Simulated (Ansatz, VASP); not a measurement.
## SnO2 (Cassiterite) in VASP and in Ansatz

```
CELL_PARAMETERS angstrom
4.70620 0.00000 0.00000
0.00000 4.70620 0.00000
0.00000 0.00000 3.16511
ATOMIC_POSITIONS crystal
Sn 0.50000 0.50000 0.50000
Sn 0.00000 0.00000 0.00000
O 0.80710 0.19290 0.50000
O 0.69290 0.69290 0.00000
O 0.19290 0.80710 0.50000
O 0.30710 0.30710 0.00000
```

Alike in both runs: task single point; functional revPBE; dispersion D3(BJ); k mesh 6 × 6 × 8; occupations fermi-dirac, width 0.05 eV; no spin polarisation.

|  | VASP | Ansatz |
| --- | --- | --- |
| version | VASP 6.6.1 | Ansatz 0.2.0 |
| potentials or method | VASP PAW PBE potentials, release 64 (Sn_d, O) | Ansatz PAW |
| plane-wave cutoff (eV) | 520 | 420 |
| valence electrons in the cell | 52 | 52 |

|  | VASP | Ansatz | Ansatz less VASP |
| --- | --- | --- | --- |
| gap on the k mesh at the Fermi level (eV) | 1.58 | 1.59 | +0.010 |
| least direct gap on the mesh (eV) | 1.58 | 1.59 | +0.010 |
| pressure (GPa) | 13.5 | 12.8 | -0.70 |
| largest component of the traceless stress (GPa) | 3.36 | 3.13 | -0.235 |
| rms of the force components (eV/Å) | 0.199 | 0.189 | -0.0098 |
| dispersion energy (meV/atom) | -441.1 | -441.2 | -0.05 |

Atom by atom the forces differ by 0.010 eV/Å (rms over components).

Caveats: spin-orbit coupling is left out, which moves the levels of the heavy elements; the PAW data sets were made with another functional, which shifts forces and pressure a little (VASP); the pressure holds a Pulay correction of +0.8 GPa for the finite cutoff (Ansatz); the PAW data sets come from PBE, with cores solved anew for the run's functional, which leaves a small shift of forces and pressure (Ansatz). As with any semilocal functional, this revPBE gap is likely too small.
